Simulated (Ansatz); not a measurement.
# Ge3H2Se3 (buck sheet): the cost of one run

Program: Ansatz 0.2.0. Level of theory: DFT PBEsol, scalar-relativistic, plane waves, PAW. These are calculated values, not measurements.

1 further run of the same task is left out (set aside as unsound or not needed).

### Step 1. The structure to begin with

Symmetry: P3m1, No. 156, trigonal system. The conventional cell has a = 3.587 Å, b = 3.587 Å, c = 26.688 Å, α = 90.00°, β = 90.00°, γ = 120.00°. Ge (site symmetry 3m) is surrounded by 3 Se at 2.53 Å. Se (site symmetry 3m) has 3 Ge at 2.53 Å as nearest neighbours.

Structure file:

```
Ge Se
1.0
     3.58656    0.00000    0.00000
    -1.79328    3.10605    0.00000
     0.00000    0.00000   26.68774
Ge Se
1 1
Direct
  0.33333 0.66667 0.31941
  0.66667 0.33333 0.37366
```

This sheet was relaxed beforehand with the same method; its gap on the mesh is 2.21 eV.

### Step 2. The armchair ribbon, N = 6 with H caps

The ribbon is cut from the relaxed sheet, periodic along c; N counts formula units a period. The edge energy is the mean of both edges over the sheet, -4838.9693 eV an atom. Each H cap counts from half an H2 molecule (-15.609 eV in a separate run).

The cell holds 6 Ge, 6 Se, 4 H: a = 20.200 Å, b = 10.700 Å, c = 6.212 Å, α = 90.00°, β = 90.00°, γ = 90.00°.

### Step 3. Relaxation

Pressure and volume refer to the whole cell with its vacuum; only the period along c may change.

input.yaml reads:

```yaml
crystal:
  lattice:
    - [20.2, 0.0, 0.0]
    - [0.0, 10.7, 0.0]
    - [0.0, 0.0, 6.2121087908]
  atoms:
    - { symbol: Ge, position: [0.633164456, 0.4323455402, 0.3333333333] }
    - { symbol: Ge, position: [0.7219407601, 0.4323455402, 0.8333333333] }
    - { symbol: Ge, position: [0.455611848, 0.4323455402, 0.3333333333] }
    - { symbol: Ge, position: [0.544388152, 0.4323455402, 0.8333333333] }
    - { symbol: Ge, position: [0.2780592399, 0.4323455402, 0.3333333333] }
    - { symbol: Ge, position: [0.366835544, 0.4323455402, 0.8333333333] }
    - { symbol: Se, position: [0.7219407601, 0.5676544598, 0.1666666667] }
    - { symbol: Se, position: [0.544388152, 0.5676544598, 0.1666666667] }
    - { symbol: Se, position: [0.633164456, 0.5676544598, 0.6666666667] }
    - { symbol: Se, position: [0.366835544, 0.5676544598, 0.1666666667] }
    - { symbol: Se, position: [0.455611848, 0.5676544598, 0.6666666667] }
    - { symbol: Se, position: [0.2780592399, 0.5676544598, 0.6666666667] }
    - { symbol: H, position: [0.7760501953, 0.5148167504, 0.7317494782] }
    - { symbol: H, position: [0.2239498047, 0.5148167504, 0.2317494782] }
    - { symbol: H, position: [0.7735906755, 0.488931941, 0.2636330739] }
    - { symbol: H, position: [0.2264093245, 0.488931941, 0.7636330739] }
basis:
  ecutwfc: 420
kpoints:
  mp_grid: { grid: [1, 1, 6] }
hamiltonian:
  xc: pbesol
scf:
  occupations: { method: gaussian, width: 0.05 }
output:
  forces: true
  stress: true
  eigenvalues: true
  populations: true
  write_density: true
  write_potential: true
  elf: true
  volumetric_format: npy
relax:
  adjacent_minimum: "off"
  f_tol: 0.02
  max_steps: 45
  cell: { fix: [a, b, alpha, beta, gamma], stress_tol: 0.03 }
```

Launch:

```
$ ansatz run input.yaml --threads 4 --pin off --max-ram 9216MiB --backend cpu --events-out ev --progress --plain --runs-dir out
```

**Question.** How long does this run take on 4 threads of Intel Xeon Platinum 8488C (Sapphire Rapids), shared host, and how much memory does it need?

About 5.4 min, with a peak of 2.6 GiB.
